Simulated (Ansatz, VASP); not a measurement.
## MnO2 in VASP and in Ansatz

The input INCAR:

```
ALGO = Normal ; EDIFF = 1E-7
ENCUT = 520 ; GGA = PE
ISIF = 2 ; ISMEAR = -1
ISPIN = 2 ; LASPH = T
LCHARG = F ; LMAXMIX = 4
LORBIT = 11 ; LREAL = F
LWAVE = F ; MAGMOM = 4 4 0 0 0 0
NBANDS = 38 ; NELM = 120
PREC = Accurate ; SIGMA = 0.05
```

The input KPOINTS:

```
k-points
0
Gamma
  11 11 3
```

Contents of POSCAR:

```
MnO2
1.0
    2.8549554371      0.0000000000      0.0000000000
   -1.4274777185      2.4724639352      0.0000000000
    0.0000000000      0.0000000000     10.2217427273
Mn O
2 4
Direct
    0.0159030000      0.0080700000      0.4998480000
   -0.0237270000     -0.0107210000     -0.0033140000
    0.6570320000      0.3349170000      0.4040440000
    0.6569730000      0.3410120000      0.0903340000
    0.3340160000      0.6754520000      0.5940550000
    0.3208470000      0.6663750000      0.9062590000
```

The input input.yaml:

```yaml
crystal:
  lattice:
    - [2.8549554371, 0.0, 0.0]
    - [-1.4274777185, 2.4724639352, 0.0]
    - [0.0, 0.0, 10.2217427273]
  atoms:
    - { symbol: Mn, position: [0.015903, 0.00807, 0.499848], spin: 4.0 }
    - { symbol: Mn, position: [-0.023727, -0.010721, -0.003314], spin: 4.0 }
    - { symbol: O, position: [0.657032, 0.334917, 0.404044] }
    - { symbol: O, position: [0.656973, 0.341012, 0.090334] }
    - { symbol: O, position: [0.334016, 0.675452, 0.594055] }
    - { symbol: O, position: [0.320847, 0.666375, 0.906259] }
hamiltonian:
  xc: pbe
  pseudopotentials: { kind: paw }
magnetization:
  spin_polarized: true
kpoints:
  mp_grid: { grid: [11, 11, 3] }
scf:
  occupations: { method: fermi_dirac, width: 0.05 }
output:
  forces: true
  stress: true
  eigenvalues: true
  write_density: true
  write_potential: true
  elf: true
  volumetric_format: npy
```

Change from the starting cell: atoms moved at random, drawn with an rms of 0.05 Å.

Alike in both runs: task single point; functional PBE; k mesh 11 × 11 × 3; occupations fermi-dirac, width 0.05 eV; collinear spin, ferromagnetic start.

|  | VASP | Ansatz |
| --- | --- | --- |
| version | VASP 6.6.1 | Ansatz 0.2.0 |
| potentials or method | VASP PAW PBE potentials, release 64 (Mn_pv, O) | Ansatz PAW |
| plane-wave cutoff (eV) | 520 | 420 |
| valence electrons in the cell | 50 | 54 |

|  | VASP | Ansatz | Ansatz less VASP |
| --- | --- | --- | --- |
| gap on the k mesh at the Fermi level (eV) | 0.86 | 0.90 | +0.031 |
| least direct gap on the mesh (eV) | 0.87 | 0.90 | +0.031 |
| pressure (GPa) | 4.5 | 3.6 | -0.93 |
| largest component of the traceless stress (GPa) | 1.43 | 1.31 | -0.127 |
| rms of the force components (eV/Å) | 0.366 | 0.345 | -0.0209 |
| net moment per atom (μB) | 1.00 | 1.00 | 0.000 |
| size of the moment on the site where the two differ most (μB) | 2.83 | 2.46 | -0.375 |

Site moments also hang on the region over which each program counts them. Atom by atom the forces differ by 0.045 eV/Å (rms over components). The two sets of potentials don't hold the same shells in valence.

Caveats: only a ferromagnetic start was run, and an antiferromagnetic order may lie lower in energy; an odd mesh through Γ misses points on the zone boundary, where band edges often lie (VASP); odd divisions of the mesh miss points on the zone boundary, where band edges often lie, so the gap on the mesh can be too wide (Ansatz); the pressure holds a Pulay correction of +0.7 GPa for the finite cutoff (Ansatz).
